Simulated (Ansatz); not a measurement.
Input and output of a relaxation of cell and atoms on CdSe in the rocksalt structure (Ansatz 0.2.0, PBEsol). The starting cell comes from a relaxation with PBE.

Input (YAML):
```yaml
crystal:
  lattice:
    - [0.0, 2.8689794091, 2.8689794091]
    - [2.8689794091, 0.0, 2.8689794091]
    - [2.8689794091, 2.8689794091, 0.0]
  atoms:
    - { symbol: Cd, position: [0.0, 0.0, 0.0] }
    - { symbol: Se, position: [0.5, 0.5, 0.5] }
kpoints:
  mp_grid: { grid: [8, 8, 8] }
hamiltonian:
  xc: pbesol
scf:
  occupations: { method: fermi_dirac, width: 0.02 }
relax:
  f_tol: 0.005
  cell: {}
```

Run as `ansatz run input.yaml --threads 2 --pin off --max-ram 2211MiB --backend cpu --events-out ev --progress --plain --runs-dir out`. It took 3.9 s on 2 threads of Arm Neoverse V1, with other jobs on the host; peak host memory 0.33 GiB.

Problem. Predict the output.

Solution. The log, with set-up remarks and timings taken out:
```
Pseudopotential: Cd, paw, valence charge 20, recommended cutoff 420 eV (normal)
Pseudopotential: Se, paw, valence charge 16, recommended cutoff 420 eV (normal)
Functional definition: PBEsol
Crystal: 2 atoms, lattice volume = 47.229 Å³
Basis set: ecut = 420 eV, 941 PW (Γ)
Bands: 22, of which v1, the nominal top of the filled ones, is band 18 counted from 1 (17 counted from 0)
Symmetry: 48 space group operations
Space group: Fm-3m (ITA 225)
k-points: 29 of 512
preconditioner: auto → none  [σ=0.020 eV  ℏωp=22.9 eV]
SCF 1 converged in 6 iterations: F = -13609.192786 eV  dr2 = 4.67e-9
relax step 1: F+E_penalty+E_count = -13609.19278621 eV  P = -3.565 GPa  Ω = 47.229 Å³
SCF 2 converged in 5 iterations: F = -13609.210398 eV  dr2 = 1.88e-8
relax step 2: F+E_penalty+E_count = -13609.21039832 eV  P = +2.973 GPa  Ω = 42.899 Å³
SCF 3 converged in 4 iterations: F = -13609.224672 eV  dr2 = 9.81e-8
relax step 3: F+E_penalty+E_count = -13609.22467156 eV  P = -0.324 GPa  Ω = 44.765 Å³
SCF 4 converged in 4 iterations: F = -13609.224918 eV  dr2 = 4.39e-8
relax step 4: F+E_penalty+E_count = -13609.22491788 eV  P = -0.009 GPa  Ω = 44.566 Å³
SCF 5 converged in 6 iterations: F = -13609.224380 eV  dr2 = 2.92e-12
relax step 5: F+E_penalty+E_count = -13609.22437993 eV  P = -0.005 GPa  Ω = 44.566 Å³  (SCF on a basis re-selected at this cell)
SCF converged after 6 iterations
Free energy (F): -13609.224380 eV
Internal energy: -13609.223605 eV  (E = F + TS)
E sigma→0 (E₀):  -13609.223993 eV
Entropy (-TS):   -0.000775 eV (-0.387 meV/atom)
Fermi energy:    10.993573 eV
--- Stress (GPa, compression-positive) ---
       -0.005017       0.000000       0.000000
        0.000000      -0.005017       0.000000
        0.000000       0.000000      -0.005017
  P = ⅓ Tr σ = -0.0050 GPa (-0.050 kbar)
--- Relaxed structure (4 steps of the walk, 4 accepted, 1 SCFs on fresh bases) ---
  F+E_penalty+E_count = -13609.22437993 eV
  cell:  # Å, volume = 44.5659 Å³
    - [0.000000, 2.814000, 2.814000]
    - [2.814000, 0.000000, 2.814000]
    - [2.814000, 2.814000, 0.000000]
  atoms:
    - { symbol: Cd, position: [0.000000, 0.000000, 0.000000] }
    - { symbol: Se, position: [0.500000, 0.500000, 0.500000] }
```
Only the leading digits can be foreseen; the rest is this run's record.

The walk took 4 steps and changed the volume by -5.6 %. The last SCF, on a fresh basis, lies 15.8 meV an atom below the first. At the end: it is cubic, Fm-3m (No. 225); conventional cell a = 5.628 Å, 22.28 Å³ an atom. Around Cd lie 6 Se at 2.81 Å; around Se lie 6 Cd at 2.81 Å.

(Calculated; spin-unpolarised; the phase may be known or hypothetical.)

Overlapping bands make a metal at that level, for which these meshes are coarse; small forces, stresses and energy differences are uncertain. A small overlap in a semilocal functional can be an artefact that a hybrid or GW lifts.
